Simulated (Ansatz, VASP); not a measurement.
# One calculation of AlN, two programs

```
Al N
1.0
     2.18200    2.18200    0.00000
    -2.18200    2.18200    0.00000
     0.00000    2.18200    2.15920
Al N
1 1
Cartesian
  0.0000 0.0000 0.0000
  -1.0910 3.2730 1.0796
```

Change from the starting cell: film at in-plane strain +0.005.

Alike in both runs: task single point; functional LDA; k mesh 10 × 10 × 10; no spin polarisation.

|  | VASP | Ansatz |
| --- | --- | --- |
| version | VASP 6.6.1 | Ansatz 0.2.0 |
| potentials or method | VASP PAW LDA potentials, release 64 (Al, N), cutoff 520 eV | all-electron LAPW, scalar-relativistic |
| occupations | gaussian, width 0.01 eV | fixed |

Ansatz gave:

```
gap on the k mesh at the Fermi level (eV)       : 3.18
pressure (GPa)                                  : -0.9
largest component of the traceless stress (GPa) : 0.91
```

Task: Estimate VASP's values.

Result: gap on the k mesh at the Fermi level (eV): 3.17; pressure (GPa): -0.3; largest component of the traceless stress (GPa): 0.91.

Ansatz ran all-electron here, so the differences hold the error of VASP's frozen core and of both bases.

A k mesh can miss the band edges.
